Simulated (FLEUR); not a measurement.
# CsSnBr3 (Pm-3m) in FLEUR: band structure with LDA

Aim: the band structure of CsSnBr3 with LDA.

Everything below comes from runs of FLEUR MaX-R8.1 (later development tree). Logs are shortened: lines on timing, memory, paths and dates and some standing lists are left out, and cuts for length are marked.

**Measured values to compare with.**

From “Influence of hidden halogen mobility on local structure of CsSn(Cl1−xBrx)3 mixed-halide perovskites by solid-state NMR”, 2020, pmc:8179406, for a powder of CsSnBr3 at 300 K: band gap 1.79 eV (optical).

The results are compared with them further down.

**1. The crystal as given**

It takes space group Pm-3m (No. 221, cubic). Conventional cell: a = 5.839 Å, b = 5.839 Å, c = 5.839 Å, α = 90.00°, β = 90.00°, γ = 90.00°. Cs (site symmetry m-3m) has 12 Br at 4.13 Å as nearest neighbours. Around Sn (site symmetry m-3m) lie 6 Br at 2.92 Å. Around Br (site symmetry 4/mmm) lie 2 Sn at 2.92 Å.

The cell is a database's computed one.

**2. Band structure, LDA**

File inp.xml:

```xml
<?xml version="1.0" encoding="UTF-8" standalone="no"?>
<fleurInput fleurInputVersion="0.39">
   <comment>
      CsSnBr3                                                                                             
   </comment>
   <calculationSetup>
      <cutoffs Kmax="4.1" Gmax="12.7" GmaxXC="12.7" numbands="0"/>
      <scfLoop itmax="60" minDistance="0.00001" maxIterBroyd="15" imix="Anderson" alpha="0.05" precondParam="0.0" spinf="2.0" sdNocoIR="T"/>
      <coreElectrons ctail="T" frcor="F" kcrel="0" coretail_lmax="0"/>
      <xcFunctional name="vwn" relativisticCorrections="F"/>
      <magnetism jspins="1"/>
      <soc l_soc="F" theta="0.0" phi="0.0" spav="F"/>
      <expertModes spex="0" secvar="F"/>
      <geometryOptimization l_f="F" forcealpha="1.0" forcemix="BFGS" epsdisp="0.00001" epsforce="0.00001"/>
      <ldaU l_linMix="F" mixParam="0.05" spinf="1.0"/>
   </calculationSetup>
   <cell>
      <bzIntegration valenceElectrons="92.0" mode="hist" fermiSmearingEnergy="0.00183747">
         <kPointListSelection listName="default-1"/>
         <!-- k-points included here -->
         <xi:include xmlns:xi="http://www.w3.org/2001/XInclude" href="kpts.xml"> </xi:include>
      </bzIntegration>
      <!-- symmetry operations included here -->
      <xi:include xmlns:xi="http://www.w3.org/2001/XInclude" href="sym.xml"> </xi:include>
      <bulkLattice scale="1.0">
         <bravaisMatrix>
[... 54 lines left out ...]
      </species>
   </atomSpecies>
   <atomGroups>
      <atomGroup species="Cesium (Cs)">
         <relPos label="                   1">.0000000000 .0000000000 .0000000000</relPos>
         <force calculate="T" relaxXYZ="TTT"/>
      </atomGroup>
      <atomGroup species="Tin (Sn)">
         <relPos label="                   2">1.000/2.000 1.000/2.000 1.000/2.000</relPos>
         <force calculate="T" relaxXYZ="TTT"/>
      </atomGroup>
      <atomGroup species="Bromine (Br)">
         <relPos label="                   3">.0000000000 1.000/2.000 1.000/2.000</relPos>
         <relPos label="                   4">1.000/2.000 1.000/2.000 .0000000000</relPos>
         <relPos label="                   5">1.000/2.000 .0000000000 1.000/2.000</relPos>
         <force calculate="T" relaxXYZ="TTT"/>
      </atomGroup>
   </atomGroups>
   <output dos="F" band="F" slice="F">
      <checks vchk="F" cdinf="F"/>
      <bandDOS minEnergy="-.5*Htr" maxEnergy="0.5*Htr" sigma="0.015" storeEVData="T"/>
      <vacuumDOS vacdos="F" integ="F" star="F" nstars="0" locx1="0.0" locy1="0.0" locx2="0.0" locy2="0.0" nstm="0" tworkf="0.0"/>
      <unfoldingBand unfoldBand="F" supercellX="1" supercellY="1" supercellZ="1"/>
      <plotting iplot="0" polar="F">
         <plot TwoD="T" vec1="  1.0  0.0  0.0" vec2="  0.0  1.0  0.0" vec3="  0.0  0.0  1.0" zero="  0.0  0.0  0.0" file="plot"/>
      </plotting>
      <chargeDensitySlicing numkpt="0" minEigenval="0.0" maxEigenval="0.0" nnne="0" pallst="F"/>
      <specialOutput eonly="F"/>
      <moessbauerParams electricFieldGradient="T" isomerShift="T" coreHyperfine="T" valenceHyperfine="T"/>
      <magneticCircularDichroism mcd="F" energyLo="-10.0" energyUp="0.0"/>
   </output>
  <!-- We include the file relax.xml here to enable relaxations (see documentation) -->
  <xi:include xmlns:xi="http://www.w3.org/2001/XInclude" href="relax.xml"> <xi:fallback/> </xi:include>
</fleurInput>
```

File crystal.txt:

```
CsSnBr3
&input cartesian=F /
5.8390056100  0.0000000000  0.0000000000
0.0000000000  5.8390056100  0.0000000000
0.0000000000  0.0000000000  5.8390056100
1.8897261246
1.0 1.0 1.0

5
55 0.0000000000  0.0000000000  0.0000000000
50 0.5000000000  0.5000000000  0.5000000000
35 0.0000000000  0.5000000000  0.5000000000
35 0.5000000000  0.5000000000  0.0000000000
35 0.5000000000  0.0000000000  0.5000000000

&kpt div1=5 div2=5 div3=5 gamma=T /
```

File inp.xml (bands):

```
<?xml version="1.0" encoding="UTF-8" standalone="no"?>
<fleurInput fleurInputVersion="0.39">
   <comment>
      CsSnBr3                                                                                             
   </comment>
   <calculationSetup>
      <cutoffs Kmax="4.1" Gmax="12.7" GmaxXC="12.7" numbands="0"/>
      <scfLoop itmax="60" minDistance="0.00001" maxIterBroyd="15" imix="Anderson" alpha="0.05" precondParam="0.0" spinf="2.0" sdNocoIR="T"/>
      <coreElectrons ctail="T" frcor="F" kcrel="0" coretail_lmax="0"/>
      <xcFunctional name="vwn" relativisticCorrections="F"/>
      <magnetism jspins="1"/>
      <soc l_soc="F" theta="0.0" phi="0.0" spav="F"/>
      <expertModes spex="0" secvar="F"/>
      <geometryOptimization l_f="F" forcealpha="1.0" forcemix="BFGS" epsdisp="0.00001" epsforce="0.00001"/>
      <ldaU l_linMix="F" mixParam="0.05" spinf="1.0"/>
   </calculationSetup>
   <cell>
      <bzIntegration valenceElectrons="92.0" mode="hist" fermiSmearingEnergy="0.00183747">
         <kPointListSelection listName="path-1"/>
         <!-- k-points included here -->
         <xi:include xmlns:xi="http://www.w3.org/2001/XInclude" href="kpts.xml"> </xi:include>
      </bzIntegration>
      <!-- symmetry operations included here -->
      <xi:include xmlns:xi="http://www.w3.org/2001/XInclude" href="sym.xml"> </xi:include>
      <bulkLattice scale="1.0">
         <bravaisMatrix>
[... 55 lines left out ...]
   </atomSpecies>
   <atomGroups>
      <atomGroup species="Cesium (Cs)">
         <relPos label="                   1">.0000000000 .0000000000 .0000000000</relPos>
         <force calculate="T" relaxXYZ="TTT"/>
      </atomGroup>
      <atomGroup species="Tin (Sn)">
         <relPos label="                   2">1.000/2.000 1.000/2.000 1.000/2.000</relPos>
         <force calculate="T" relaxXYZ="TTT"/>
      </atomGroup>
      <atomGroup species="Bromine (Br)">
         <relPos label="                   3">.0000000000 1.000/2.000 1.000/2.000</relPos>
         <relPos label="                   4">1.000/2.000 1.000/2.000 .0000000000</relPos>
         <relPos label="                   5">1.000/2.000 .0000000000 1.000/2.000</relPos>
         <force calculate="T" relaxXYZ="TTT"/>
      </atomGroup>
   </atomGroups>
   <output dos="F" band="T" slice="F">
      <checks vchk="F" cdinf="F"/>
      <bandDOS minEnergy="-.5*Htr" maxEnergy="0.5*Htr" sigma="0.015" storeEVData="T"/>
      <vacuumDOS vacdos="F" integ="F" star="F" nstars="0" locx1="0.0" locy1="0.0" locx2="0.0" locy2="0.0" nstm="0" tworkf="0.0"/>
      <unfoldingBand unfoldBand="F" supercellX="1" supercellY="1" supercellZ="1"/>
      <plotting iplot="0" polar="F">
         <plot TwoD="T" vec1="  1.0  0.0  0.0" vec2="  0.0  1.0  0.0" vec3="  0.0  0.0  1.0" zero="  0.0  0.0  0.0" file="plot"/>
      </plotting>
      <chargeDensitySlicing numkpt="0" minEigenval="0.0" maxEigenval="0.0" nnne="0" pallst="F"/>
      <specialOutput eonly="F"/>
      <moessbauerParams electricFieldGradient="T" isomerShift="T" coreHyperfine="T" valenceHyperfine="T"/>
      <magneticCircularDichroism mcd="F" energyLo="-10.0" energyUp="0.0"/>
   </output>
  <!-- We include the file relax.xml here to enable relaxations (see documentation) -->
  <xi:include xmlns:xi="http://www.w3.org/2001/XInclude" href="relax.xml"> <xi:fallback/> </xi:include>
</fleurInput>
```

Potentials or basis: all-electron, FLAPW.

Started as:

```
$ inpgen -f crystal.txt -profile fastHighL
$ # inp.xml edited to the form shown
$ mpirun -n 4 fleur_MPI -pe_per_kpt 1
$ mpirun -n 4 fleur_MPI -pe_per_kpt 1   # second run, on inp.xml (bands)
```

Standard output:

```text
Welcome to FLEUR        (www.flapw.de)
      MaX-Release 8.1          (www.max-centre.eu)

 ========== k-point set info ==========
 Selected k-point list: default-1
 k-point list type: mesh
 5 x 5 x 5
 Number of k points: 10

 ------------Calculation Setup---------------------------
 Number of MPI-tasks      :            4
 Number of PE/node        :            4
 Using exactly            1  PE per kpt
 Number of OMP-threads    :            1
 Using exactly            1  PE per kpt
 Using exactly            1  PE per kpt
 Using exactly            1  PE per kpt
 k-points in parallel     :            4
 pe's per k-point         :            1
 No of k-point loops      :            2
 Info/Warning             : your k-point parallelism is not fully load-balanced
 Eigenvalue solver        :       lapack
 Number of basis functions:         1784
 Approximate size of matrices (H+S) per k-point:         0.047 GB
 --------------------------------------------------------
 Iteration:     1   Distance:       3.56229541 me/bohr^3
 Iteration:     2   Distance:       3.22827843 me/bohr^3
 Iteration:     3   Distance:       1.66394066 me/bohr^3
 Iteration:     4   Distance:       0.83362563 me/bohr^3
 Iteration:     5   Distance:       0.55377837 me/bohr^3
 Iteration:     6   Distance:       0.06414467 me/bohr^3
 Iteration:     7   Distance:       0.05599916 me/bohr^3
 Iteration:     8   Distance:       0.01714515 me/bohr^3
 Iteration:     9   Distance:       0.00257917 me/bohr^3
 Iteration:    10   Distance:       0.00267778 me/bohr^3
 Iteration:    11   Distance:       0.00063157 me/bohr^3
 Iteration:    12   Distance:       0.00010066 me/bohr^3
 Iteration:    13   Distance:       0.00009745 me/bohr^3
 Iteration:    14   Distance:       0.00002961 me/bohr^3
 Iteration:    15   Distance:       0.00000263 me/bohr^3

 ********************************************************************
 Run finished successfully
 Stop message:
   all done
 ********************************************************************
```

It took 2.5 min on 4 MPI ranks of Arm Neoverse V2, shared host.

What came out:

| Item | Value |
| --- | --- |
| Free energy | -592347.5505 eV |
| Band gap along the path | 0.45 eV, direct |
| Valence electrons inside the program's atomic spheres | Cs 16.70; Sn 20.00; Br 15.67 (radii Cs 2.66, Sn 2.63, Br 2.48 bohr) |

Levels at the corners of the path, in eV from the valence-band top:
```tsv
point	band 43	band 44	band 45	band 46	band 47	band 48	band 49	band 50
Γ	-2.89	-2.76	-2.76	-2.76	1.99	3.14	3.14	3.86
X	-3.04	-2.88	-2.88	-1.94	1.46	3.49	4.10	4.23
M	-3.16	-3.16	-2.39	-0.95	1.00	1.00	3.89	4.30
Γ	-2.89	-2.76	-2.76	-2.76	1.99	3.14	3.14	3.86
R	-2.38	-2.38	-2.38	0.00	0.45	0.45	0.45	3.53
X	-3.04	-2.88	-2.88	-1.94	1.46	3.49	4.10	4.23
M	-3.16	-3.16	-2.39	-0.95	1.00	1.00	3.89	4.30
R	-2.38	-2.38	-2.38	0.00	0.45	0.45	0.45	3.53
```

Core levels (eV from the Fermi level):
| atom | levels |
| --- | --- |
| 1 Cs | 1s1/2 -35728.2, 2s1/2 -5598.8, 2p1/2 -5269.4, 2p3/2 -4917.5, 3s1/2 -1159.1, 3p1/2 -1021.3, 3p3/2 -953.9, 4s1/2 -213.9, 3d3/2 -710.7, 3d5/2 -696.4, 4p1/2 -164.4, 4p3/2 -150.6 |
| 2 Sn | 1s1/2 -28956.8, 2s1/2 -4367.1, 2p1/2 -4081.2, 2p3/2 -3850.9, 3s1/2 -838.4, 3p1/2 -722.1, 3p3/2 -680.0, 3d3/2 -473.6, 3d5/2 -465.0 |
| 3 Br | 1s1/2 -13284.8, 2s1/2 -1723.2, 2p1/2 -1552.6, 2p3/2 -1505.2, 3s1/2 -230.5, 3p1/2 -171.2, 3p3/2 -164.4 |
| 4 Br | 1s1/2 -13284.8, 2s1/2 -1723.2, 2p1/2 -1552.6, 2p3/2 -1505.2, 3s1/2 -230.5, 3p1/2 -171.2, 3p3/2 -164.4 |
| 5 Br | 1s1/2 -13284.8, 2s1/2 -1723.2, 2p1/2 -1552.6, 2p3/2 -1505.2, 3s1/2 -230.5, 3p1/2 -171.2, 3p3/2 -164.4 |

Caveat: spin-orbit coupling is left out, which moves the levels of the heavy elements.

**3. Comparison with measurements**

Step 2. Measured gap of CsSnBr3: 1.79 eV (optical; 300 K; powder; “Influence of hidden halogen mobility on local structure of CsSn(Cl1−xBrx)3 mixed-halide perovskites by solid-state NMR”, 2020, pmc:8179406). This calculation gives 0.45 eV (-1.34 eV). So large a miss can be the level of theory's own, or it may mean another phase, state or a wrong row. Spin-orbit coupling on Br, Cs, Sn is left out. The value is that of LDA, without temperature or zero-point motion. Semilocal functionals fall short of measured gaps as a rule. The cell is a database's relaxed one, not the measured one, which moves gaps too.
